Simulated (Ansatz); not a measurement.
**Energy landscape near a PbS structure**

The calculation used Ansatz, DFT PBEsol, scalar-relativistic, plane waves, PAW.

Plane waves to 420 eV, a k mesh through Γ of 6×6×2 on the computed 4-atom cell and Gaussian smearing (0.02 eV); no spin polarisation.

Reference cell:

```yaml
crystal:
  lattice:
    - [2.98282, -2.98531, 0.00000]
    - [2.98282, 2.98531, 0.00000]
    - [-2.09833, 0.00000, 22.20667]
  atoms:
    - { symbol: Pb, position: [0.73256, 0.72212, 0.93570] }
    - { symbol: Pb, position: [0.27788, 0.26744, 0.06430] }
    - { symbol: S, position: [0.24595, 0.21579, 0.94437] }
    - { symbol: S, position: [0.78421, 0.75405, 0.05563] }
```

Each variant moves atoms of this cell by the vectors given, if any (Å), and then applies a symmetric strain (tensor components, Cartesian axes). The reference cell isn't relaxed at this level. Energies are per atom at zero smearing, counted from the lowest variant. Pressure is positive in compression.

1. no strain; moves: Pb1 (-0.021, 0.036, -0.018)
2. strain (xx yy zz yz xz xy, %) -3.06 0.27 -0.77 -0.41 0.57 2.00; moves: Pb1 (0.130, 0.111, 0.011); Pb2 (-0.109, 0.054, 0.120); S3 (-0.022, -0.097, 0.000); S4 (0.001, -0.067, -0.130)
3. strain (xx yy zz yz xz xy, %) -3.19 -0.35 -3.51 0.00 0.03 0.00; moves: Pb1 (0.026, -0.042, -0.078); Pb2 (-0.026, -0.042, 0.078); S3 (0.042, 0.042, -0.089); S4 (-0.042, 0.042, 0.089)

```csv
result,ΔE (meV/atom),P (GPa),largest force (eV/Å),gap on mesh (eV)
A,4.8,-0.15,0.31,1.85
B,0.0,-0.46,0.28,2.04
C,49.3,0.37,1.40,1.30
```

(1) Which variant gave which result?

Spin-orbit coupling is left out, which matters for the bands of heavy elements. Each cell of PbS holds layers, and where no dispersion correction was added their binding is poorly described.

Results:

(1) A is 3, B is 1, C is 2.

This form isn't the usual stable structure of the compound.